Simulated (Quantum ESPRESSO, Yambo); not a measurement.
An input for Yambo 5.3.0 (InP (F-43m)):

```
HF_and_locXC
gw0
dyson
ppa
em1d
rim_cut
RandQpts= 1000000
RandGvec= 1 RL
EXXRLvcs= 62 Ry
VXCRLvcs= 248 Ry
Chimod= "HARTREE"
% BndsRnXp
 1 | 280 |
%
NGsBlkXp= 10.5 Ry
% LongDrXp
 1 | 1 | 1 |
%
% GbndRnge
 1 | 280 |
%
DysSolver= "n"
ExtendOut
PPAPntXp= 27.21138 eV
% QPkrange
 1 | 1 | 15 | 22 |
%
```

The database entry behind the starting cell differs from later determinations by our own check (0.1 to 0.3 % short, probably kX units), so it need not match the best structure at ambient conditions.

```sh
OMP_NUM_THREADS=1 mpirun -n 4 yambo -F gw4.in -J gw4 -C gw4 > gw4.log
```

The stored states that it reads are on a 4×4×4 mesh. The structure is cubic, space group F-43m (No. 216). Conventional cell: a = 5.861 Å, b = 5.861 Å, c = 5.861 Å, α = 90.00°, β = 90.00°, γ = 90.00°. In has 4 P at 2.54 Å nearest. Nearest to P lie 4 In at 2.54 Å. Farther neighbours are not listed.

Question: How long will it take on 4 MPI ranks of Arm Neoverse V1, shared host, and how much memory?

It took 3.8 min; on shared hardware allow 1.9 min to 7.7 min. Peak host memory was 2.4 GiB.

The screening grows as filled bands × empty bands × pairs of k points, times the square of the screening basis for the matrix.

[Paths, hosts, dates, memory and timing lines, banners, echoed tables and standing remarks are left out of the program output.]

[Logs are printed without paths, hosts, clocks, repeated set-up lines and the standing remarks that a program may print on its own settings, such as how far it seeks lower states.]

[Runs of the session that timed out or met a known fault of the program may be left out.]

[Hosts, paths, dates, database ids (printed as entryN), source tags and the programs' standing remarks are cut or masked in the printed files.]
